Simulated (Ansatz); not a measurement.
Pb:

```xyz
2
Lattice="3.4800 0.0000 0.0000 -1.7400 3.0138 0.0000 0.0000 0.0000 5.5900" Properties=species:S:1:pos:R:3 pbc="T T T"
Pb    1.7400    1.0046    4.1925
Pb    0.0000    2.0092    1.3975
```

This isn't the form of Pb at room conditions, which is fcc.

Base run:

```yaml
Program: Ansatz 0.2.0
Functional: PBE
Potentials_or_basis: all-electron LAPW, scalar-relativistic
Cutoff: 161 eV (chosen from the basis error)
Basis_error_allowed: 0.001 eV/atom
k_mesh: 9 × 9 × 5
Occupations: fermi-dirac, width 0.05 eV
Spin: no spin polarisation
```

Its results: pressure 4.1 GPa.

Task: The run is repeated on the same cell with these changes: functional from PBE to PBEsol. What comes out?

Result: Pressure 1.1 GPa.

PBEsol binds more tightly than PBE, so the same cell stands under less pressure.
